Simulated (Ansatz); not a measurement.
# CsI: equation of state with LDA

The system is CsI.

```
Cs I
1.0
     4.56670    0.00000    0.00000
     0.00000    4.56670    0.00000
     0.00000    0.00000    4.56670
Cs I
1 1
Direct
  0.00000 0.00000 0.00000
  0.50000 0.50000 0.50000
```

```yaml
Program: Ansatz 0.2.0
Task: equation of state
Functional: LDA
Potentials_or_basis: Ansatz PAW
Cutoff: 420 eV
Density_cutoff: 1680 eV
k_mesh: 5 × 5 × 5
Occupations: fermi-dirac, width 0.1 eV
Spin: spin-orbit coupling, no magnetisation
```

```json
{"Equilibrium volume": "42.66 Å³/atom (rough: see the caveat)", "Bulk modulus": "16.8 GPa (rough)"}
```

Energy against volume, from the lowest point:
```tsv
volume (Å³/atom)	energy (meV/atom)
44.762	0.00
45.714	5.03
46.666	11.48
47.619	19.19
48.571	27.98
49.523	37.69
50.476	48.22
```

All runs of the series together: 54 s on 2 threads of Intel(R) Xeon(R) Processor @ 2.50GHz (Skylake/Cascade Lake) (shared host).

Caveat: the minimum lies outside the volumes run.
